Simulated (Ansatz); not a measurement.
P — electric field gradients

The cell is an entry of the Crystallography Open Database (COD).

```cif
data_P
_symmetry_space_group_name_H-M 'P-1'
_symmetry_Int_Tables_number 2
_cell_length_a 5.5030
_cell_length_b 10.8842
_cell_length_c 11.0238
_cell_angle_alpha 94.682
_cell_angle_beta 99.826
_cell_angle_gamma 100.552
loop_
_atom_site_label
_atom_site_type_symbol
_atom_site_symmetry_multiplicity
_atom_site_Wyckoff_symbol
_atom_site_fract_x
_atom_site_fract_y
_atom_site_fract_z
P1 P 2 i 0.0742 0.0025 0.6780
P3 P 2 i 0.5916 0.1772 0.5292
P5 P 2 i 0.1626 0.0512 0.1894
P7 P 2 i 0.7777 0.3736 0.5550
P9 P 2 i 0.6880 0.3149 0.0264
P11 P 2 i 0.2403 0.0113 0.8719
P13 P 2 i 0.5150 0.3081 0.6716
P15 P 2 i 0.3783 0.3196 0.4775
P17 P 2 i 0.0656 0.3742 0.1353
P19 P 2 i 0.0121 0.1452 0.8135
P21 P 2 i 0.7938 0.4942 0.1424
P23 P 2 i 0.7501 0.3189 0.2261
```

One atom of each set is listed.

Level of theory: DFT, PBE, plane waves and PAW, scalar-relativistic, 420 eV cutoff, Γ-centred 6×3×3 k-points, Fermi–Dirac smearing 0.02 eV (Ansatz 0.2.0).

V_zz is the principal component of the electric field gradient with the largest magnitude, η = (V_xx − V_yy)/V_zz and C_Q = eQV_zz/h.

(1) What field gradients does the calculation give at each kind of site?

## Answers

(1) 

```
site  atoms         first shell  V_zz (10²¹ V/m²)     η  C_Q (MHz)
  P1      2  3 P at 2.16–2.18 Å              0.33  0.31          –
  P3      2  3 P at 2.16–2.18 Å              0.50  0.53          –
  P5      2       3 P at 2.17 Å             -0.24  0.82          –
  P7      2  3 P at 2.16–2.17 Å             -0.29  0.27          –
  P9      2  3 P at 2.16–2.17 Å              0.17  0.72          –
 P11      2  3 P at 2.16–2.17 Å             -0.22  1.00          –
 P13      2  3 P at 2.16–2.18 Å             -0.60  0.77          –
 P15      2  3 P at 2.16–2.17 Å              0.25  0.91          –
 P17      2  3 P at 2.16–2.17 Å              0.17  0.97          –
 P19      2  3 P at 2.16–2.18 Å              0.47  0.82          –
 P21      2  3 P at 2.17–2.18 Å              0.39  0.23          –
 P23      2  3 P at 2.16–2.18 Å              0.38  0.02          –
```

The structure holds P–P bonds (2.16 Å).

P has no stable isotope with a ground-state quadrupole moment in the table, so no C_Q is given.

The largest force is 1.2 eV/Å, so the atoms aren't at the calculated equilibrium and relaxing them would move these values. Where η is near 1 the sign of V_zz means little.
